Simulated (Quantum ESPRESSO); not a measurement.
# Ru (P-1) in Quantum ESPRESSO: convergence with density cutoff

Aim: find how far density cutoff must go before the results for Ru settle, at LDA. This setting moves, with any that are tied to it; all else stays.

Everything below comes from runs of Quantum ESPRESSO 7.5. Logs are shortened: lines on timing, memory, paths and dates and some standing lists are left out, and cuts for length are marked.

## 1. The cell of the first run

The typed cell holds 2 atoms: a = 2.706 Å, b = 2.706 Å, c = 4.282 Å, α = 90.00°, β = 90.00°, γ = 120.00°.

The cell isn't the ideal one: atoms moved at random, drawn with an rms of 0.02 Å.

## 2. With density cutoff 180 Ry

Input file pw.in:

```
&CONTROL
  calculation = 'scf'
  prefix = 'pwscf'
  outdir = './tmp'
  pseudo_dir = './pseudo'
  tprnfor = .true.
  tstress = .true.
  disk_io = 'nowf'
/
&SYSTEM
  ibrav = 0
  nat = 2
  ntyp = 1
  ecutwfc = 45
  ecutrho = 180
  nbnd = 24
  occupations = 'smearing'
  smearing = 'mv'
  degauss = 0.00999582
/
&ELECTRONS
  conv_thr = 4d-10
  electron_maxstep = 120
  mixing_beta = 0.5
/
ATOMIC_SPECIES
Ru   101.0700 ru_lda_v1.2.uspp.F.UPF
CELL_PARAMETERS angstrom
   2.7058000000    0.0000000000    0.0000000000
  -1.3529000000    2.3432915376    0.0000000000
   0.0000000000    0.0000000000    4.2819000000
ATOMIC_POSITIONS crystal
Ru     0.6707950000    0.3370010000    0.7501480000
Ru     0.3350960000    0.6705620000    0.2493440000
K_POINTS automatic
9 9 5 0 0 0
```

Potentials or basis: GBRV 1.5 LDA.

Command:

```bash
OMP_NUM_THREADS=1 pw.x -in pw.in > pw.out
```

Wall time 67 s (1 thread of Intel Xeon at 2.70GHz, shared host); peak memory 0.13 GiB.

Results:

* Free energy: -5290.9619 eV
* Pressure: -12.7 GPa
* Largest force: 0.055 eV/Å
* Band gap on the k mesh: none (metal or under the smearing width)

## 3. With density cutoff 225 Ry

pw.in, as its differences from that of step 2:

```diff
@@ -14,3 +14,3 @@
   ecutwfc = 45
-  ecutrho = 180
+  ecutrho = 225
   nbnd = 24
```

Potentials or basis: GBRV 1.5 LDA.

Command:

```bash
OMP_NUM_THREADS=1 pw.x -in pw.in > pw.out
```

Run time: 63 s. Hardware: 1 thread of Intel Xeon at 2.70GHz, shared host; peak memory 0.14 GiB.

Results:

```
Free energy            : -5290.9619 eV
Pressure               : -12.7 GPa
Largest force          : 0.055 eV/Å
Band gap on the k mesh : none (metal or under the smearing width)
```

## 4. With density cutoff 270 Ry

pw.in, as its differences from that of step 3:

```diff
@@ -14,3 +14,3 @@
   ecutwfc = 45
-  ecutrho = 225
+  ecutrho = 270
   nbnd = 24
```

Command:

```bash
OMP_NUM_THREADS=1 pw.x -in pw.in > pw.out
```

Run time: 59 s. Hardware: 1 thread of Intel Xeon at 2.70GHz, shared host; peak memory 0.15 GiB.

Results:

| Item | Value |
| --- | --- |
| Free energy | -5290.9619 eV |
| Pressure | -12.7 GPa |
| Largest force | 0.055 eV/Å |
| Band gap on the k mesh | none (metal or under the smearing width) |

## 5. With density cutoff 315 Ry

pw.in, as its differences from that of step 4:

```diff
@@ -14,3 +14,3 @@
   ecutwfc = 45
-  ecutrho = 270
+  ecutrho = 315
   nbnd = 24
```

Command:

```bash
OMP_NUM_THREADS=1 pw.x -in pw.in > pw.out
```

It took 61 s on 1 thread of Intel Xeon at 2.70GHz, shared host; peak memory 0.16 GiB.

Results:

```
Free energy            : -5290.9619 eV
Pressure               : -12.7 GPa
Largest force          : 0.055 eV/Å
Band gap on the k mesh : none (metal or under the smearing width)
```

## 6. With density cutoff 360 Ry

pw.in, as its differences from that of step 5:

```diff
@@ -14,3 +14,3 @@
   ecutwfc = 45
-  ecutrho = 315
+  ecutrho = 360
   nbnd = 24
```

Potentials or basis: GBRV 1.5 LDA.

Command:

```bash
OMP_NUM_THREADS=1 pw.x -in pw.in > pw.out
```

It took 61 s on 1 thread of Intel Xeon at 2.70GHz, shared host; peak memory 0.17 GiB.

Results (log left out):

```
Free energy            : -5290.9619 eV
Pressure               : -12.7 GPa
Largest force          : 0.055 eV/Å
Band gap on the k mesh : none (metal or under the smearing width)
```

## 7. With density cutoff 450 Ry

pw.in, as its differences from that of step 6:

```diff
@@ -14,3 +14,3 @@
   ecutwfc = 45
-  ecutrho = 360
+  ecutrho = 450
   nbnd = 24
```

Command:

```bash
OMP_NUM_THREADS=1 pw.x -in pw.in > pw.out
```

It took 64 s on 1 thread of Intel Xeon at 2.70GHz, shared host; peak memory 0.2 GiB.

The run converged. Its results:

* Free energy: -5290.9619 eV
* Pressure: -12.7 GPa
* Largest force: 0.055 eV/Å
* Band gap on the k mesh: none (metal or under the smearing width)

## 8. With density cutoff 540 Ry

pw.in, as its differences from that of step 7:

```diff
@@ -14,3 +14,3 @@
   ecutwfc = 45
-  ecutrho = 450
+  ecutrho = 540
   nbnd = 24
```

Command:

```bash
OMP_NUM_THREADS=1 pw.x -in pw.in > pw.out
```

Wall time 63 s (1 thread of Intel Xeon at 2.70GHz, shared host); peak memory 0.24 GiB.

Results (log left out):

```yaml
Free_energy: -5290.9619 eV
Pressure: -12.7 GPa
Largest_force: 0.055 eV/Å
Band_gap_on_the_k_mesh: none (metal or under the smearing width)
```

## 9. With density cutoff 720 Ry

pw.in, as its differences from that of step 8:

```diff
@@ -14,3 +14,3 @@
   ecutwfc = 45
-  ecutrho = 540
+  ecutrho = 720
   nbnd = 24
```

Potentials or basis: GBRV 1.5 LDA.

Command:

```bash
OMP_NUM_THREADS=1 pw.x -in pw.in > pw.out
```

pw.out:

```text
This program is part of the open-source Quantum ESPRESSO suite
     for quantum simulation of materials; please cite
[... 6 lines left out ...]
     --------------------
     sticks:   dense  smooth     PW     G-vecs:    dense   smooth      PW
     Sum        1285     313    109                59757     7415    1387

     Using Slab Decomposition

     bravais-lattice index     =            0
     lattice parameter (alat)  =       5.1132  a.u.
     unit-cell volume          =     183.2125 (a.u.)^3
     number of atoms/cell      =            2
     number of atomic types    =            1
     number of electrons       =        32.00
     number of Kohn-Sham states=           24
     kinetic-energy cutoff     =      45.0000  Ry
     charge density cutoff     =     720.0000  Ry
     scf convergence threshold =      4.0E-10
     mixing beta               =       0.5000
     number of iterations used =            8  plain     mixing
     Exchange-correlation= SLA  PZ   NOGX NOGC
                           (   1   1   0   0   0   0   0)

     celldm(1)=   5.113221  celldm(2)=   0.000000  celldm(3)=   0.000000
     celldm(4)=   0.000000  celldm(5)=   0.000000  celldm(6)=   0.000000

     crystal axes: (cart. coord. in units of alat)
               a(1) = (   1.000000   0.000000   0.000000 )
               a(2) = (  -0.500000   0.866025   0.000000 )
               a(3) = (   0.000000   0.000000   1.582489 )

     reciprocal axes: (cart. coord. in units 2 pi/alat)
               b(1) = (  1.000000  0.577350 -0.000000 )
               b(2) = (  0.000000  1.154701  0.000000 )
               b(3) = (  0.000000 -0.000000  0.631916 )

     PseudoPot. # 1 for Ru read from file:
     ru_lda_v1.2.uspp.F.UPF
     Pseudo is Ultrasoft + core correction, Zval = 16.0
     Generated by new atomic code, or converted to UPF format
     Using radial grid of  967 points,  6 beta functions with:
                l(1) =   0
                l(2) =   0
                l(3) =   1
                l(4) =   1
                l(5) =   2
                l(6) =   2
     Q(r) pseudized with  8 coefficients,  rinner =    1.300   1.300   1.300
                                                       1.300   1.300

     atomic species   valence    mass     pseudopotential
     Ru               16.00   101.07000     Ru( 1.00)

     No symmetry found

   Cartesian axes

     site n.     atom                  positions (alat units)
         1        Ru     tau(   1) = (   0.5022945   0.2918514   1.1871013  )
         2        Ru     tau(   2) = (  -0.0001850   0.5807237   0.3945843  )

     number of k points=   203  Marzari-Vanderbilt smearing, width (Ry)=  0.0100

     Number of k-points >= 100: set verbosity='high' to print them.

     Dense  grid:    59757 G-vectors     FFT dimensions: (  45,  45,  72)

     Smooth grid:     7415 G-vectors     FFT dimensions: (  24,  24,  36)

     Initial potential from superposition of free atoms

     starting charge      30.0000, renormalised to      32.0000

     negative rho (up, down):  1.430E-01 0.000E+00
     Starting wfcs are   26 randomized atomic wfcs

     Self-consistent Calculation

     iteration #  1     ecut=    45.00 Ry     beta= 0.50
     Davidson diagonalization with overlap
     ethr =  1.00E-02,  avg # of iterations =  4.9

     negative rho (up, down):  1.411E-01 0.000E+00

     total energy              =    -388.27224643 Ry
     estimated scf accuracy    <       2.50599637 Ry

     iteration #  2     ecut=    45.00 Ry     beta= 0.50
     Davidson diagonalization with overlap
     ethr =  7.83E-03,  avg # of iterations =  2.0

     negative rho (up, down):  1.415E-01 0.000E+00

     total energy              =    -388.87168910 Ry
     estimated scf accuracy    <       0.03113879 Ry

     iteration #  3     ecut=    45.00 Ry     beta= 0.50
     Davidson diagonalization with overlap
     ethr =  9.73E-05,  avg # of iterations =  3.8

     negative rho (up, down):  1.408E-01 0.000E+00

     total energy              =    -388.87842520 Ry
     estimated scf accuracy    <       0.00047932 Ry

     iteration #  4     ecut=    45.00 Ry     beta= 0.50
     Davidson diagonalization with overlap
     ethr =  1.50E-06,  avg # of iterations =  5.4

     negative rho (up, down):  1.405E-01 0.000E+00

     total energy              =    -388.87851923 Ry
     estimated scf accuracy    <       0.00001759 Ry

     iteration #  5     ecut=    45.00 Ry     beta= 0.50
     Davidson diagonalization with overlap
     ethr =  5.50E-08,  avg # of iterations =  3.0

     negative rho (up, down):  1.402E-01 0.000E+00

     total energy              =    -388.87852404 Ry
     estimated scf accuracy    <       0.00000248 Ry

     iteration #  6     ecut=    45.00 Ry     beta= 0.50
     Davidson diagonalization with overlap
     ethr =  7.74E-09,  avg # of iterations =  2.0

     negative rho (up, down):  1.402E-01 0.000E+00

     total energy              =    -388.87852389 Ry
     estimated scf accuracy    <       0.00000214 Ry

     iteration #  7     ecut=    45.00 Ry     beta= 0.50
     Davidson diagonalization with overlap
     ethr =  6.70E-09,  avg # of iterations =  1.1

     negative rho (up, down):  1.400E-01 0.000E+00

     total energy              =    -388.87852400 Ry
     estimated scf accuracy    <       0.00000465 Ry

     iteration #  8     ecut=    45.00 Ry     beta= 0.50
     Davidson diagonalization with overlap
     ethr =  6.70E-09,  avg # of iterations =  1.0

     negative rho (up, down):  1.400E-01 0.000E+00

     total energy              =    -388.87852435 Ry
     estimated scf accuracy    <       0.00000002 Ry

     iteration #  9     ecut=    45.00 Ry     beta= 0.50
     Davidson diagonalization with overlap
     ethr =  4.78E-11,  avg # of iterations =  3.2

     negative rho (up, down):  1.400E-01 0.000E+00

     total energy              =    -388.87852435 Ry
     estimated scf accuracy    <          6.0E-10 Ry

     iteration # 10     ecut=    45.00 Ry     beta= 0.50
     Davidson diagonalization with overlap
     ethr =  1.86E-12,  avg # of iterations =  3.4

     negative rho (up, down):  1.400E-01 0.000E+00

     End of self-consistent calculation

     Number of k-points >= 100: set verbosity='high' to print the bands.

     the Fermi energy is    23.5624 ev

!    total energy              =    -388.87852435 Ry
     estimated scf accuracy    <          7.0E-11 Ry
     smearing contrib. (-TS)   =      -0.00026977 Ry
     internal energy E=F+TS    =    -388.87825458 Ry

     The total energy is F=E-TS. E is the sum of the following terms:
     one-electron contribution =     -65.55549611 Ry
     hartree contribution      =      56.19537256 Ry
     xc contribution           =     -51.53453264 Ry
     ewald contribution        =    -327.98359838 Ry

     convergence has been achieved in  10 iterations

     negative rho (up, down):  1.400E-01 0.000E+00

     Forces acting on atoms (cartesian axes, Ry/au):

     atom    1 type  1   force =    -0.00139458    0.00010096   -0.00159969
     atom    2 type  1   force =     0.00139458   -0.00010096    0.00159969

     Total force =     0.003005     Total SCF correction =     0.000009

     Computing stress (Cartesian axis) and pressure

     negative rho (up, down):  1.400E-01 0.000E+00
          total   stress  (Ry/bohr**3)                   (kbar)     P=     -126.82
  -0.00085003   0.00001816   0.00000014         -125.04        2.67        0.02
   0.00001816  -0.00084693  -0.00000001            2.67     -124.59       -0.00
   0.00000014  -0.00000001  -0.00088945            0.02       -0.00     -130.84

=------------------------------------------------------------------------------=
   JOB DONE.
=------------------------------------------------------------------------------=
```

It took 71 s on 1 thread of Intel Xeon at 2.70GHz, shared host; peak memory 0.31 GiB.

What came out:

```
Free energy            : -5290.9619 eV
Pressure               : -12.7 GPa
Largest force          : 0.055 eV/Å
Band gap on the k mesh : none (metal or under the smearing width)
```

## 10. The series at a glance

```csv
density cutoff,"energy less the tightest run, at zero smearing (meV/atom)",SCF cycles,CPU time (s),peak memory (GiB)
180 Ry,-0.03,10,67,0.13
225 Ry,-0.01,10,63,0.14
270 Ry,-0.02,10,59,0.15
315 Ry,0.00,10,61,0.16
360 Ry,-0.02,10,61,0.17
450 Ry,0.00,10,64,0.2
540 Ry,0.00,10,63,0.24
720 Ry,0.00,10,71,0.31
```

Against the tightest run, the energy stays within 1 meV/atom from 180 Ry on. The tightest run that finished is the yardstick and may itself not be fully converged.
